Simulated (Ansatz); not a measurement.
# AlN (wurtzite to rock salt path): the cost of one run

Computed with Ansatz 0.2.0 (DFT PBEsol, scalar-relativistic, plane waves, PAW, unless a step's input says otherwise).

**1. The structure to begin with**

The structure is hexagonal, space group P6_3mc (No. 186). The conventional cell has a = 3.147 Å, b = 3.147 Å, c = 4.563 Å, α = 90.00°, β = 90.00°, γ = 120.00°. Al (site symmetry 3m) has 4 N at 1.85 to 1.94 Å as nearest neighbours. N (site symmetry 3m) is surrounded by 4 Al at 1.85 to 1.94 Å.

As a file:

```
CELL_PARAMETERS angstrom
1.57335 -2.72505 0.00000
1.57335 2.72505 0.00000
0.00000 0.00000 4.56272
ATOMIC_POSITIONS crystal
Al 0.00000 0.00000 0.00000
Al 0.66667 0.33333 0.50000
N 0.00000 0.00000 0.42600
N 0.66667 0.33333 0.92600
```

**2. Relaxing cell and atoms: AlN (wurtzite to rock salt path), no spin, 10 GPa**

input.yaml

```yaml
crystal:
  lattice:
    - [1.5733529416, -2.7250472948, 0.0]
    - [1.5733529416, 2.7250472948, 0.0]
    - [0.0, 0.0, 4.5627235306]
  atoms:
    - { symbol: Al, position: [0.0, 0.0, 0.0] }
    - { symbol: Al, position: [0.6666666667, 0.3333333333, 0.5] }
    - { symbol: "N", position: [0.0, 0.0, 0.426] }
    - { symbol: "N", position: [0.6666666667, 0.3333333333, 0.926] }
scf:
  occupations: { method: fixed }
output:
  forces: true
  stress: true
  eigenvalues: true
  write_density: true
  write_potential: true
  elf: true
  volumetric_format: npy
hamiltonian:
  xc: pbesol
basis:
  ecutwfc: 520
kpoints:
  mp_grid: { grid: [9, 9, 7] }
relax:
  f_tol: 0.01
  max_steps: 50
  cell: { stress_tol: 0.05, p_target: 10, fix: [shape] }
```

Run with:

```sh
ansatz run input.yaml --threads 2 --pin off --max-ram 6144MiB --backend cpu --events-out ev --progress --plain --runs-dir out
```

**Question.** How long does this run take on 2 threads of Intel Xeon Platinum 8259CL at 2.50GHz (Skylake/Cascade Lake), shared host, and how much memory does it need?

About 21 s, with a peak of 0.46 GiB.
